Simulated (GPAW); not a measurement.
# Sb (R-3m) in GPAW: settings compared

One crystal, Sb, is run at these levels: PBE, r2SCAN+D4, r2SCAN+D3(BJ); tasks: single point, relaxation of cell and atoms.

Program: GPAW 26.7.0. These are calculated values, not measurements. Logs are shortened: lines on timing, memory, paths and dates and some standing lists are left out, and cuts for length are marked. The log counts tension as positive stress, the text compression.

**1. The crystal as given**

It takes space group R-3m (No. 166, trigonal). The conventional cell has a = 4.308 Å, b = 4.308 Å, c = 11.274 Å, α = 90.00°, β = 90.00°, γ = 120.00°. Sb (site symmetry 3m) has 3 Sb at 2.91 Å as nearest neighbours.

**2. Single point, PBE**

Contents of run.py:

```python
from ase import Atoms
from ase.dft.bandgap import bandgap
from ase.io import write
from ase.units import GPa
from gpaw import GPAW, PW

atoms = Atoms(['Sb', 'Sb'],
              cell=[[2.1542, 1.2437279499, 3.758],
                    [-2.1542, 1.2437279499, 3.758],
                    [0.0, -2.4874558998, 3.758]],
              scaled_positions=[[0.76651, 0.76651, 0.76651],
                                [0.23349, 0.23349, 0.23349]],
              pbc=True)

calc = GPAW(mode=PW(600),
            xc='PBE',
            kpts={'size': (8, 8, 8), 'gamma': True},
            occupations={'name': 'methfessel-paxton', 'order': 0, 'width': 0.012},
            nbands=25,
            convergence={'density': 1e-05, 'energy': 1e-05},
            maxiter=150,
            txt='gpaw.txt')
atoms.calc = calc
energy = atoms.get_potential_energy()
forces = atoms.get_forces()
stress = atoms.get_stress()
calc.write('gs.gpw')
write('result.traj', atoms)
print(f'Energy: {energy:.6f} eV')
print('Forces (eV/A):')
print(forces.round(4))
print('Stress (GPa):', (stress / GPa).round(3))
print('Fermi level:', round(calc.get_fermi_level(), 4), 'eV')
print(f'Gap: {bandgap(calc)[0]:.4f} eV, direct: {bandgap(calc, direct=True)[0]:.4f} eV')
```

Potentials or basis: GPAW PAW data sets (gpaw-data 1.2.1), pw.

Run with:

```
$ OMP_NUM_THREADS=1 python run.py
```

gpaw.txt:

```text
__  _  _
 | _ |_)|_||  |
 |__||  | ||/\| - 26.7.0

Input parameters:
  mode=PW(ecut=600.0),
  convergence={'density': 1e-05, 'energy': 1e-05},
  kpts=MonkhorstPack(size=(8, 8, 8), gamma=True),
  maxiter=150,
  nbands=25,
  occupations=Occupations(name='methfessel-paxton', order=0, width=0.012),
  xc=XC(name='PBE')

Diagonalizing LCAO Hamiltonian
Converting LCAO to pw mode

       Sb

       Sb

Atoms  # Å, Bohr magnetons
|   | symbol |         x |         y |        z |    initial magnetic moments |
|---|--------|-----------|-----------|----------|-----------------------------|
| 0 |     Sb |  0.000000 | -0.000000 | 8.641634 | ( 0.0000,  0.0000,  0.0000) |
| 1 |     Sb | -0.000000 | -0.000000 | 2.632366 | ( 0.0000,  0.0000,  0.0000) |

Unit cell  # Å
| periodic |         x |         y |        z |  lengths |    angles |
|----------|-----------|-----------|----------|----------|-----------|
|      yes |  2.154200 |  1.243728 | 3.758000 | 4.506662 | 57.110173 |
|      yes | -2.154200 |  1.243728 | 3.758000 | 4.506662 | 57.110173 |
|      yes |  0.000000 | -2.487456 | 3.758000 | 4.506662 | 57.110173 |

Number of symmetries: 12
Symmetry operations  # r_c * U_cc + t_c -> r_c
|    | kind |            matrix            |
|----|------|------------------------------|
|  0 |  E   |  1, 0, 0,  0, 1, 0,  0, 0, 1 |
|  1 |  σ   |  1, 0, 0,  0, 0, 1,  0, 1, 0 |
|  2 |  σ   |  0, 1, 0,  1, 0, 0,  0, 0, 1 |
|  3 |  C3  |  0, 1, 0,  0, 0, 1,  1, 0, 0 |
|  4 |  C3  |  0, 0, 1,  1, 0, 0,  0, 1, 0 |
|  5 |  σ   |  0, 0, 1,  0, 1, 0,  1, 0, 0 |
|  6 |  C2  |  0, 0,-1,  0,-1, 0, -1, 0, 0 |
|  7 |  S6  |  0, 0,-1, -1, 0, 0,  0,-1, 0 |
|  8 |  S6  |  0,-1, 0,  0, 0,-1, -1, 0, 0 |
|  9 |  C2  |  0,-1, 0, -1, 0, 0,  0, 0,-1 |
| 10 |  C2  | -1, 0, 0,  0, 0,-1,  0,-1, 0 |
| 11 |  i   | -1, 0, 0,  0,-1, 0,  0, 0,-1 |

BZ-sampling:
  Number of BZ points: 512
  Number of IBZ points: 65

  Monkhorst-Pack size: [8, 8, 8]
  Monkhorst-Pack shift: [0.0625, 0.0625, 0.0625]

K-points  # in reciprocal-cell coordinates
|     |                                coordinates |     weight |
|-----|--------------------------------------------|------------|
|   0 | (  0.00000000,   0.00000000,   0.00000000) | 0.00195312 |
|   1 | (  0.12500000,   0.00000000,  -0.12500000) | 0.01171875 |
|   2 | (  0.12500000,   0.00000000,   0.00000000) | 0.01171875 |
|   3 | (  0.12500000,   0.12500000,  -0.12500000) | 0.01171875 |
|   4 | (  0.12500000,   0.12500000,   0.00000000) | 0.01171875 |
|   5 | (  0.12500000,   0.12500000,   0.12500000) | 0.00390625 |
|   6 | (  0.25000000,  -0.12500000,  -0.12500000) | 0.01171875 |
|   7 | (  0.25000000,   0.00000000,  -0.25000000) | 0.01171875 |
|   8 | (  0.25000000,   0.00000000,  -0.12500000) | 0.02343750 |
|   9 | (  0.25000000,   0.00000000,   0.00000000) | 0.01171875 |
| ... |                                            |            |
|  64 | (  0.50000000,   0.50000000,   0.50000000) | 0.00195312 |

Plane wave coefficients: 2032
Cutoff: 600.0 eV

Spin-components: 1 (collinear spins)
Bands:           25
Projectors:      12
Spin-degeneracy: 2
Datatype:        complex128

Parallelization:
  kpt:    1
  domain: 1
  band:   1

Density:
  Valence electrons: 30.0
  Components: 1
  Grid points: [27 27 27]
  Charge: 0.0  # |e|

Potential:
  Grid points: [27 27 27]

species:
  Sb:
    name:    Antimony
    Z:       51.0
    valence: 15
    core:    36
    charge:  0.0  # [|e|]
    compensation charges:
      type: gauss
      rc: 0.36  # [Å]
      lmax: 2
    cutoffs:
      filter: 2.23  # [Å]
      core: 2.23  # [Å]
    projectors
    | kind |    occ | energy [eV] | rcut [Å] |
    |------|--------|-------------|----------|
    |   5s |  2.000 |     -12.815 |    1.154 |
    |   5p |  3.000 |      -4.830 |    1.233 |
    |   4d | 10.000 |     -33.514 |    1.196 |
    |    s |        |      14.396 |    1.154 |
    |    p |        |      22.381 |    1.233 |
    |    d |        |      -6.303 |    1.196 |

    Using partial waves for Sb as LCAO basis

Reference energy: -352563.116496  # eV

eigensolver:
  PPCG
  Converge bands: occupied
  niter=2

density mixing:
  MSR1-Mixer
  Pratt-step length: 0.05
  Maximum mixing coefficient: 0.75
  Old densities: 10
  SVD Regularization: 0.005
  Good broyden scale: 1.0
  Trust region scale: 1.0
  Backstep threshold: 4.0
  History deletion threshold: 6.0
  Fourier metric: weight=20.0, sigma=0.015

occupation numbers:
  Methfessel-Paxton:
    width: 0.0120  # eV
    order: 0

poisson solver:
  ecut: 4800.0  # eV

xc functional:
  name: PBE with 2 nearest neighbor stencil

convergence criteria:
- Maximum integral of absolute [dens]ity change: 1e-05 electrons / valence electron
- Maximum [total energy] change in last 3 cyles: 1e-05 eV / valence electron
- Maximum integral of absolute [eigenst]ate change: 4e-08 eV^2 / valence electron
maximum number of iterations: 150

SCF iterations
|iter     | |      energy | eigst |  dens |
|---------|-|-------------|-------|-------|
|iter:   1| |   -8.797968 | +0.40 |       |
|iter:   2| |   -8.806066 | -1.95 | -1.68 |
|iter:   3| |   -8.807532 | -2.74 | -1.70 |
|iter:   4| |   -8.809116 | -3.29 | -2.21 |
|iter:   5| |   -8.809333 | -4.51 | -2.96 |
|iter:   6| |   -8.809369c| -5.56 | -3.45 |
|iter:   7| |   -8.809370c| -6.81 | -4.30 |
|iter:   8| |   -8.809370c| -7.48c| -4.80 |
|iter:   9| |   -8.809370c| -7.86c| -5.91c|

Converged in 9 steps
Energy contributions relative to reference atoms: (reference = -352563.116496)

Energy contributions:
  Kinetic:           2.393743
  Coulomb:          -3.516203
  Zero:              0.360596
  External:          0.000000
  Xc:               -8.047467
  Entropy:          -0.000079
  Spinorbit:         0.000000
  ----------------------------
  Free energy:      -8.809410
  Extrapolated:     -8.809370

dipole moment: (-0.000000, 0.000000, -0.000002)  # |e|*Ang

Fermi level: 7.034
Eigenvalues  # (at kpt = [0.000, 0.000, 0.000])
| band index |      eig [eV] | occ [0-2] |
|------------|---------------|-----------|
|          0 |       -22.529 |     2.000 |
|        ... |               |           |
|          7 |       -22.325 |     2.000 |
|          8 |       -22.249 |     2.000 |
|          9 |       -22.249 |     2.000 |
|         10 |        -5.767 |     2.000 |
|         11 |         2.141 |     2.000 |
|         12 |         4.866 |     2.000 |
[... 8 lines left out ...]
|         21 |        13.564 |     0.000 |
|         22 |        13.977 |     0.000 |
|        ... |               |           |
|         24 |        14.679 |     0.000 |

No gap
No difference between direct/indirect transitions

Forces  # eV/Ang
|        x |        y |        z |
|----------|----------|----------|
| -0.00000 | -0.00000 | -0.12448 |  # Sb   0
|  0.00000 |  0.00000 |  0.12448 |  # Sb   1

Stress tensor  # eV/Ang^3
|         x |         y |         z |
|-----------|-----------|-----------|
| -0.016381 | -0.000000 | -0.000000 |
| -0.000000 | -0.016381 | -0.000000 |
| -0.000000 | -0.000000 | -0.012174 |

# Writing to gs.gpw (mode='')
```

Run time: 67 s. Hardware: 1 thread of Arm Neoverse V1, shared host; peak memory 0.22 GiB.

What came out:

```yaml
Free_energy: -8.8094 eV
Pressure: 2.4 GPa
Largest_force: 0.124 eV/Å
Band_gap_on_the_k_mesh: none (metal or under the smearing width)
```

Forces on the atoms (eV/Å):
```
Sb   0.000  0.000 -0.124
Sb   0.000  0.000  0.124
```

Stress tensor (GPa, compression positive):
```
2.62 0.00 0.00
0.00 2.62 0.00
0.00 0.00 1.95
```

**3. Relaxation of cell and atoms, r2SCAN+D4**

Contents of run.py:

```python
from ase.calculators.mixing import SumCalculator
from ase.filters import FrechetCellFilter
from ase.io import read, write
from ase.optimize import LBFGS
from dftd4.ase import DFTD4
from gpaw import GPAW, PW

atoms = read('POSCAR')

calc = GPAW(mode=PW(600),
            xc='MGGA_X_R2SCAN+MGGA_C_R2SCAN',
            kpts={'size': (5, 5, 5), 'gamma': True},
            occupations={'name': 'fermi-dirac', 'width': 0.05},
            nbands=25,
            convergence={'density': 1e-05, 'energy': 1e-05},
            maxiter=150,
            txt='gpaw.txt')
atoms.calc = SumCalculator([calc, DFTD4(method='r2scan')])
opt = LBFGS(FrechetCellFilter(atoms), trajectory='relax.traj', logfile='-')
done = opt.run(fmax=0.01, steps=40)
calc.write('gs.gpw')
write('result.traj', atoms)
print('Converged:', done)
print('Cell:', atoms.cell.cellpar().round(4))
print('Volume:', round(atoms.get_volume(), 4))
print(atoms.get_scaled_positions().round(5))
```

Contents of POSCAR:

```
Sb
1.0
    2.1542000000      1.2437279499      3.7580000000
   -2.1542000000      1.2437279499      3.7580000000
    0.0000000000     -2.4874558998      3.7580000000
Sb
2
Direct
    0.7665100000      0.7665100000      0.7665100000
    0.2334900000      0.2334900000      0.2334900000
```

Potentials or basis: GPAW PAW data sets (gpaw-data 1.2.1), pw.

Run with:

```
$ OMP_NUM_THREADS=1 python run.py
```

Run time: 11 min. Hardware: 1 thread of Arm Neoverse V2, shared host; peak memory 0.78 GiB.

Results (log left out):

```yaml
Free_energy: -39.0234 eV
Relaxed_volume: 30.78 Å³/atom
Relaxed_cell: a = 4.528 Å, b = 4.528 Å, c = 4.528 Å, α = 57.30°, β = 57.30°, γ = 57.30°
Space_group_after_relaxing_to_0.05_Å: R-3m (No. 166)
Energy_gained_by_relaxing: 3.1 meV/atom
Ionic_steps: 8
Pressure_after_relaxing: 0.0 GPa
Band_gap_on_the_k_mesh: 0.41 eV, indirect (least direct gap 0.71 eV)
Dispersion_energy_per_atom: -0.167 eV
```

The path:
| step | energy change (eV) | largest force (eV/Å) | pressure (GPa) | volume (Å³) |
| --- | --- | --- | --- | --- |
| 1 | 0.0000 | 0.1414 | 0.62 | 60.41 |
| 2 | -0.0013 | 0.1306 | 0.51 | 60.56 |
| 3 | -0.0060 | 0.0422 | -0.13 | 61.58 |
| 4 | -0.0061 | 0.0300 | -0.11 | 61.58 |
| 5 | -0.0062 | 0.0005 | 0.02 | 61.52 |
| 6 | -0.0062 | 0.0000 | 0.03 | 61.51 |
| 7 | -0.0062 | 0.0033 | 0.05 | 61.53 |
| 8 | -0.0062 | 0.0011 | 0.03 | 61.57 |

Final structure:
```xyz
2
Lattice="2.1710 1.2534 3.7709 -2.1710 1.2534 3.7709 0.0000 -2.5069 3.7709" Properties=species:S:1:pos:R:3 pbc="T T T"
Sb    0.0000    0.0000    8.6927
Sb    0.0000    0.0000    2.6201
```

Levels at points of the mesh, in eV from the valence-band top:
```csv
k point,band 11,band 12,band 13,band 14,band 15,band 16,band 17,band 18,band 19,band 20
"(0.00, 0.00, 0.00)",-13.13,-4.79,-2.06,-1.97,-1.97,2.06,2.81,2.81,5.60,5.60
```

Caveat: later steps reuse the first step's grids; the PAW data sets were made with another functional, which shifts forces and pressure a little; spin-orbit coupling is left out, which moves the levels of the heavy elements; an odd mesh through Γ misses points on the zone boundary, where band edges often lie.

**4. Relaxation of cell and atoms, r2SCAN+D3(BJ)**

run.py: that of step 3 with these lines changed.

```diff
@@ -4,6 +4,6 @@
 from ase.optimize import LBFGS
-from dftd4.ase import DFTD4
+from dftd3.ase import DFTD3
 from gpaw import GPAW, PW
 
-atoms = read('POSCAR')
+atoms = read('Sb.cif')
 
@@ -17,3 +17,3 @@
             txt='gpaw.txt')
-atoms.calc = SumCalculator([calc, DFTD4(method='r2scan')])
+atoms.calc = SumCalculator([calc, DFTD3(method='r2scan', damping='d3bj')])
 opt = LBFGS(FrechetCellFilter(atoms), trajectory='relax.traj', logfile='-')
```

Contents of Sb.cif:

```cif
data_Sb
_cell_length_a 4.50666183
_cell_length_b 4.50666183
_cell_length_c 4.50666183
_cell_angle_alpha 57.11017317
_cell_angle_beta 57.11017317
_cell_angle_gamma 57.11017317
_space_group_name_H-M_alt 'P1'
_space_group_name_Hall 'P 1'
_space_group_IT_number 1
loop_
_space_group_symop_operation_xyz
'x,y,z'
loop_
_atom_site_label
_atom_site_type_symbol
_atom_site_symmetry_multiplicity
_atom_site_Wyckoff_symbol
_atom_site_fract_x
_atom_site_fract_y
_atom_site_fract_z
_atom_site_occupancy
Sb1 Sb 1 a 0.7665100000 0.7665100000 0.7665100000 1
Sb2 Sb 1 a 0.2334900000 0.2334900000 0.2334900000 1
```

Run with:

```
$ OMP_NUM_THREADS=1 python run.py
```

Run time: 7 min. Hardware: 1 thread of Arm Neoverse V2, shared host; peak memory 0.58 GiB.

The run converged. Its results:

| Property | Result |
| --- | --- |
| Free energy | -39.1217 eV |
| Relaxed volume | 30.53 Å³/atom |
| Relaxed cell | a = 4.509 Å, b = 4.509 Å, c = 4.509 Å, α = 57.48°, β = 57.48°, γ = 57.48° |
| Space group after relaxing (to 0.05 Å) | R-3m (No. 166) |
| Energy gained by relaxing | 2.1 meV/atom |
| Ionic steps | 5 |
| Pressure after relaxing | 0.0 GPa |
| Band gap on the k mesh | 0.42 eV, indirect (least direct gap 0.72 eV) |
| Dispersion energy per atom | -0.218 eV |

The path:
```csv
step,energy change (eV),largest force (eV/Å),pressure (GPa),volume (Å³)
1,0.0000,0.1419,0.27,60.41
2,-0.0009,0.1240,0.25,60.48
3,-0.0041,0.0076,0.08,61.00
4,-0.0041,0.0050,0.05,61.02
5,-0.0041,0.0015,0.01,61.06
```

Final structure:
```
Sb
1.0
     4.50901   -0.01447   -0.01002
     2.43635    3.79414   -0.01002
     2.43635    1.32587    3.55495
Sb
2
Direct
  0.76799 0.76799 0.76799
  0.23201 0.23201 0.23201
```

Levels at points of the mesh, in eV from the valence-band top:
```
           k point  band 11  band 12  band 13  band 14  band 15  band 16  band 17  band 18  band 19  band 20
(0.00, 0.00, 0.00)   -13.17    -4.73    -2.05    -1.98    -1.98     2.12     2.85     2.85     5.58     5.58
```

Caveat: later steps reuse the first step's grids; the PAW data sets were made with another functional, which shifts forces and pressure a little; spin-orbit coupling is left out, which moves the levels of the heavy elements; an odd mesh through Γ misses points on the zone boundary, where band edges often lie. Zero-point motion and thermal expansion aren't in these numbers.

**5. The runs side by side**

```tsv
task	level	cell	k mesh	smearing	optimizer	fmax	max steps	gap on the mesh (eV)	pressure (GPa)	relaxed volume (Å³/atom)
single point	PBE	as given	8 × 8 × 8	gaussian 0.012 eV	-	-	-	none	2.4	-
relaxation of cell and atoms	r2SCAN+D4	relaxed	5 × 5 × 5	fermi-dirac 0.05 eV	LBFGS	0.01 eV/Å	40	0.41	0.0	30.78
relaxation of cell and atoms	r2SCAN+D3(BJ)	relaxed	5 × 5 × 5	fermi-dirac 0.05 eV	LBFGS	0.01 eV/Å	40	0.42	0.0	30.53
```

Alike in all rows: potentials or basis GPAW PAW data sets (gpaw-data 1.2.1), pw; no spin polarisation; cutoff (eV) 600.

Caveats: later steps reuse the first step's grids (some runs); the PAW data sets were made with another functional, which shifts forces and pressure a little (some runs); spin-orbit coupling is left out, which moves the levels of the heavy elements (some runs); an odd mesh through Γ misses points on the zone boundary, where band edges often lie (some runs).

Total energies depend on the potentials used, so only differences within one code and one set of settings carry meaning.
